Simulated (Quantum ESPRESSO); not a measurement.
# AlRu in Quantum ESPRESSO: the effect of strain

Crystal: AlRu.

```
CELL_PARAMETERS angstrom
2.87194 0.00000 0.00000
0.00000 2.87194 0.00000
0.00000 0.00000 2.99160
ATOMIC_POSITIONS crystal
Ru 0.50000 0.50000 0.50000
Al 0.00000 0.00000 0.00000
```

Alike in all runs:

| Item | Value |
| --- | --- |
| Program | Quantum ESPRESSO 7.5 |
| Task | relaxation of the atoms |
| Functional | PBEsol |
| Potentials or basis | GBRV 1.5 PBEsol |
| Cutoff | 612 eV |
| Density cutoff | 4898 eV |
| k mesh | 9 × 9 × 9 |
| Occupations | fermi-dirac, width 0.05 eV |
| Spin | no spin polarisation |
| Kind of strain | biaxial_xy |
| Mixing beta | 0.5 |
| Most SCF iterations | 120 |
| SCF threshold | 4e-10 Ry |
| Most ionic steps | 40 |
| Forc conv thr | 0.0004 Ry/bohr |
| Etot conv thr | 1e-05 Ry |

Each run relaxes the cell or the atoms first.

```tsv
strain	pressure (GPa)
-0.04	16.8
-0.02	5.7
-0.01	0.9
0	-3.5
0.01	-7.3
0.02	-10.8
0.04	?
```

Q: What does the run with strain 0.04 give?

A: Pressure -16.8 GPa.

Worked out: A parabola through the other rows of the pressure, of slope -224 GPa per unit of strain there, extrapolates to -16.2 GPa, against the run's -16.8.

Caveats: the relaxation stopped at its first step, so nothing moved.
